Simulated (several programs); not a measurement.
## What each method gives for CdS (NiAs type)

CdS built on the NiAs prototype, relaxed with r2SCAN in Ansatz, was computed with several methods. It is hexagonal, P6_3/mmc (No. 194); conventional cell a = 3.841 Å, c = 6.445 Å, 20.59 Å³ an atom. Around Cd lie 6 S at 2.74 Å; around S lie 6 Cd at 2.74 Å. Computed, not measured; no magnetism was allowed, and whether the structure is a known phase isn't checked.

```
Cd S
1.0
     3.84104    0.00000    0.00000
    -1.92052    3.32644    0.00000
     0.00000    0.00000    6.44527
Cd S
2 2
Direct
  0.00000 0.00000 0.00000
  0.00000 0.00000 0.50000
  0.33333 0.66667 0.25000
  0.66667 0.33333 0.75000
```

Gaps and times are for a single point on this cell; volume and bulk modulus come from each method's own relaxation or energy curve at fixed shape, which is too stiff where a cell has free coordinates or axes. Times are rough, from shared hosts (Arm Neoverse V1; Intel Xeon Platinum 8375C CPU @ 2.90GHz), and each method has its own mesh and cell size. A dagger marks a closed or tiny gap in a crystal that DFT finds insulating: a failure of the method or a wrong SCF state. A double dagger marks a value from a curve with shape and coordinates held. A star marks a curve whose lowest point is an end point. PM6 (MOPAC), PM7 (MOPAC), GFN1-xTB (tblite), GFN2-xTB (tblite) treat a cluster of cells at its zone centre, which samples few k points: where these miss a band edge, the gap comes out too large for that reason alone. Gaps from k meshes are read at a limited set of points (mesh, symmetry points, PBE's band edges), so each method's own least gap may be somewhat smaller. Force fields have no electrons; where one was fitted to this phase, its volume and modulus reflect the fit. xTB and the PM methods were fitted mostly to molecules, and can miss a solid's gap by electronvolts. Minimal bases can be far off for gaps. Times of the plane-wave ladder aren't listed, since it ran on unlike processors and cards. GLLB-SC's gap includes the derivative discontinuity. G0W0 is at finite bands, cutoff and mesh. d marks a direct gap, i an indirect one (no mark: not told apart), a dash a value that wasn't computed or didn't pass its checks.

```csv
method,kind,gap (eV),own volume (Å³/atom),bulk modulus (GPa),atoms computed,processor time
CdTeZnSeHgS0.sw (LAMMPS),force field,–,24.83,61‡,4,0.14 s
light PBE (260 eV and a coarse mesh),light plane-wave,0.67 d,–,–,4,1.6 s
GFN1-xTB (tblite),tight binding,0.00†,22.04‡,52‡,cluster,4.1 s
GFN2-xTB (tblite),tight binding,0.00†,–,–,cluster,7 s
PM7 (MOPAC),semi-empirical,5.56,23.05*‡,135*‡,cluster,7.5 s
PBE,semilocal,0.64 d,21.08,71‡,4,–
PBE/SZV (CP2K),small basis,0.08 d,21.16‡,88‡,4,8.8 s
r2SCAN,semilocal,1.26 d,20.59,81‡,4,–
PBE/DZVP (CP2K),small basis,0.56 d,21.47‡,68‡,4,26 s
PBE/single zeta (GPAW),small basis,0.59 d,–,–,4,57 s
GLLB-SC (GPAW),model potential,1.61,–,–,4,80 s
PM6 (MOPAC),semi-empirical,2.68,–,–,cluster,110 s
G0W0@r2SCAN (140 eV screening cutoff),many-body,1.60,–,–,4,–
G0W0@PBE (210 eV screening cutoff),many-body,1.28,–,–,4,–
```

Against r2SCAN (1.26 eV) and with closed or daggered gaps left aside, the nearest gap at the points sampled is that of G0W0@PBE (210 eV screening cutoff) (+0.02 eV) and the farthest that of PM7 (MOPAC) (+4.30 eV). r2SCAN is only a yardstick of convenience: semilocal gaps usually lie below measured ones, which GLLB-SC and hybrids aim to mend.

Volumes against r2SCAN's: CdTeZnSeHgS0.sw (LAMMPS) +20.6 %, PBE +2.4 %.

Spin-orbit coupling is left out.
